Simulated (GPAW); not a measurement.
A run of GPAW 26.7.0 is set up as follows.

Contents of run.py:

```python
import numpy as np
import spglib
from ase import Atoms
from ase.dft.bandgap import bandgap
from ase.io import read, write
from gpaw import GPAW, PW
from gpaw.spinorbit import soc_eigenstates

atoms = read('SnTe.cif')
cell, positions, numbers = spglib.find_primitive(
    (atoms.cell[:], atoms.get_scaled_positions(), atoms.numbers), symprec=1e-4)
atoms = Atoms(numbers, cell=cell, scaled_positions=positions, pbc=True)

calc = GPAW(mode=PW(600),
            xc={'name': 'vdW-DF-cx', 'backend': 'libvdwxc'},
            kpts={'size': (6, 6, 6), 'gamma': True},
            occupations={'name': 'fermi-dirac', 'width': 0.05},
            nbands=19,
            convergence={'density': 1e-05, 'energy': 1e-05},
            maxiter=150,
            txt='gpaw.txt')
atoms.calc = calc
energy = atoms.get_potential_energy()
forces = atoms.get_forces()
calc.write('gs.gpw')
write('result.traj', atoms)
print(f'Energy: {energy:.6f} eV')
print('Forces (eV/A):')
print(forces.round(4))
print('Fermi level:', round(calc.get_fermi_level(), 4), 'eV')
print(f'Gap: {bandgap(calc)[0]:.4f} eV, direct: {bandgap(calc, direct=True)[0]:.4f} eV')

path = atoms.cell.bandpath('GXWKGLUWLK,UX', npoints=80, eps=1e-4)
bs_calc = calc.fixed_density(kpts=path, symmetry='off', nbands=32,
                             convergence={'bands': 'CBM+6.0', 'eigenstates': 1e-6}, txt='bands.txt')
bs = bs_calc.band_structure()
bs.write('bs.json')
print(f'Gap on the path: {bandgap(bs_calc)[0]:.4f} eV')

soc = soc_eigenstates(bs_calc, theta=0, phi=0)
np.savetxt('soc_bands.dat', soc.eigenvalues(), fmt='%.4f')
mesh = soc_eigenstates('gs.gpw', theta=0, phi=0)
np.savetxt('soc_mesh.dat', mesh.eigenvalues(), fmt='%.4f')
print('Fermi level with spin-orbit coupling:', round(mesh.fermi_level, 4), 'eV')
```

SnTe.cif

```cif
data_SnTe
_cell_length_a 6.30170000
_cell_length_b 6.30170000
_cell_length_c 6.30170000
_cell_angle_alpha 90.00000000
_cell_angle_beta 90.00000000
_cell_angle_gamma 90.00000000
_space_group_name_H-M_alt 'Fm-3m'
_space_group_name_Hall '-F 4 2 3'
_space_group_IT_number 225
loop_
_space_group_symop_operation_xyz
'x,y,z'
'-x,-y,-z'
'-y,x,z'
'y,-x,-z'
'-x,-y,z'
'x,y,-z'
'y,-x,z'
'-y,x,-z'
'x,-y,-z'
'-x,y,z'
'-y,-x,-z'
'y,x,z'
'-x,y,-z'
'x,-y,z'
'y,x,-z'
'-y,-x,z'
'z,x,y'
'-z,-x,-y'
'z,-y,x'
'-z,y,-x'
'z,-x,-y'
'-z,x,y'
'z,y,-x'
'-z,-y,x'
'-z,x,-y'
'z,-x,y'
'-z,-y,-x'
'z,y,x'
'-z,-x,y'
'z,x,-y'
'-z,y,x'
'z,-y,-x'
'y,z,x'
'-y,-z,-x'
'x,z,-y'
'-x,-z,y'
'-y,z,-x'
'y,-z,x'
'-x,z,y'
'x,-z,-y'
'-y,-z,x'
'y,z,-x'
'-x,-z,-y'
'x,z,y'
'y,-z,-x'
'-y,z,x'
'x,-z,y'
'-x,z,-y'
'x,y+1/2,z+1/2'
'-x,-y+1/2,-z+1/2'
'-y,x+1/2,z+1/2'
'y,-x+1/2,-z+1/2'
'-x,-y+1/2,z+1/2'
'x,y+1/2,-z+1/2'
'y,-x+1/2,z+1/2'
'-y,x+1/2,-z+1/2'
'x,-y+1/2,-z+1/2'
'-x,y+1/2,z+1/2'
'-y,-x+1/2,-z+1/2'
[... 41 lines left out ...]
'-x+1/2,-y,z+1/2'
'x+1/2,y,-z+1/2'
'y+1/2,-x,z+1/2'
'-y+1/2,x,-z+1/2'
'x+1/2,-y,-z+1/2'
'-x+1/2,y,z+1/2'
'-y+1/2,-x,-z+1/2'
'y+1/2,x,z+1/2'
'-x+1/2,y,-z+1/2'
'x+1/2,-y,z+1/2'
'y+1/2,x,-z+1/2'
'-y+1/2,-x,z+1/2'
'z+1/2,x,y+1/2'
'-z+1/2,-x,-y+1/2'
'z+1/2,-y,x+1/2'
'-z+1/2,y,-x+1/2'
'z+1/2,-x,-y+1/2'
'-z+1/2,x,y+1/2'
'z+1/2,y,-x+1/2'
'-z+1/2,-y,x+1/2'
'-z+1/2,x,-y+1/2'
'z+1/2,-x,y+1/2'
'-z+1/2,-y,-x+1/2'
'z+1/2,y,x+1/2'
'-z+1/2,-x,y+1/2'
'z+1/2,x,-y+1/2'
'-z+1/2,y,x+1/2'
'z+1/2,-y,-x+1/2'
'y+1/2,z,x+1/2'
'-y+1/2,-z,-x+1/2'
'x+1/2,z,-y+1/2'
'-x+1/2,-z,y+1/2'
'-y+1/2,z,-x+1/2'
'y+1/2,-z,x+1/2'
'-x+1/2,z,y+1/2'
'x+1/2,-z,-y+1/2'
'-y+1/2,-z,x+1/2'
'y+1/2,z,-x+1/2'
'-x+1/2,-z,-y+1/2'
'x+1/2,z,y+1/2'
'y+1/2,-z,-x+1/2'
'-y+1/2,z,x+1/2'
'x+1/2,-z,y+1/2'
'-x+1/2,z,-y+1/2'
'x+1/2,y+1/2,z'
'-x+1/2,-y+1/2,-z'
'-y+1/2,x+1/2,z'
'y+1/2,-x+1/2,-z'
'-x+1/2,-y+1/2,z'
'x+1/2,y+1/2,-z'
'y+1/2,-x+1/2,z'
'-y+1/2,x+1/2,-z'
'x+1/2,-y+1/2,-z'
'-x+1/2,y+1/2,z'
'-y+1/2,-x+1/2,-z'
'y+1/2,x+1/2,z'
'-x+1/2,y+1/2,-z'
'x+1/2,-y+1/2,z'
'y+1/2,x+1/2,-z'
'-y+1/2,-x+1/2,z'
'z+1/2,x+1/2,y'
'-z+1/2,-x+1/2,-y'
'z+1/2,-y+1/2,x'
'-z+1/2,y+1/2,-x'
'z+1/2,-x+1/2,-y'
'-z+1/2,x+1/2,y'
'z+1/2,y+1/2,-x'
'-z+1/2,-y+1/2,x'
'-z+1/2,x+1/2,-y'
'z+1/2,-x+1/2,y'
'-z+1/2,-y+1/2,-x'
'z+1/2,y+1/2,x'
'-z+1/2,-x+1/2,y'
'z+1/2,x+1/2,-y'
'-z+1/2,y+1/2,x'
'z+1/2,-y+1/2,-x'
'y+1/2,z+1/2,x'
'-y+1/2,-z+1/2,-x'
'x+1/2,z+1/2,-y'
'-x+1/2,-z+1/2,y'
'-y+1/2,z+1/2,-x'
'y+1/2,-z+1/2,x'
'-x+1/2,z+1/2,y'
'x+1/2,-z+1/2,-y'
'-y+1/2,-z+1/2,x'
'y+1/2,z+1/2,-x'
'-x+1/2,-z+1/2,-y'
'x+1/2,z+1/2,y'
'y+1/2,-z+1/2,-x'
'-y+1/2,z+1/2,x'
'x+1/2,-z+1/2,y'
'-x+1/2,z+1/2,-y'
loop_
_atom_site_label
_atom_site_type_symbol
_atom_site_symmetry_multiplicity
_atom_site_Wyckoff_symbol
_atom_site_fract_x
_atom_site_fract_y
_atom_site_fract_z
_atom_site_occupancy
Te1 Te 4 b 0.5000000000 0.0000000000 0.0000000000 1
Sn1 Sn 4 a 0.0000000000 0.0000000000 0.0000000000 1
```

Potentials or basis: GPAW PAW data sets (gpaw-data 1.2.1), pw.

Command:

```console
$ OMP_NUM_THREADS=1 python run.py
```

(1) What does it give for the band gap on the k mesh?

(2) What does it give for the band gap along the path?

Results:

(1) 0.31 eV, direct.

(2) 0.26 eV, indirect (least direct gap 0.31 eV).

Caveat: spin-orbit coupling was added after a scalar SCF, so levels and gaps hold it while energy, forces, pressure and moments don't; this program's spin-orbit splittings come out too wide for heavy elements; the PAW data sets were made with another functional, which shifts forces and pressure a little.

**The experiment to reproduce.**

From a printed reference work, textbook, for a bulk crystal of SnTe at 300 K: band gap 0.18 eV (direct).

Against the measured gap of SnTe, 0.18 eV (direct; 300 K; a printed reference work, textbook), the calculated 0.26 eV is off by +0.08 eV. The value is that of vdW-DF-cx, without temperature or zero-point motion.
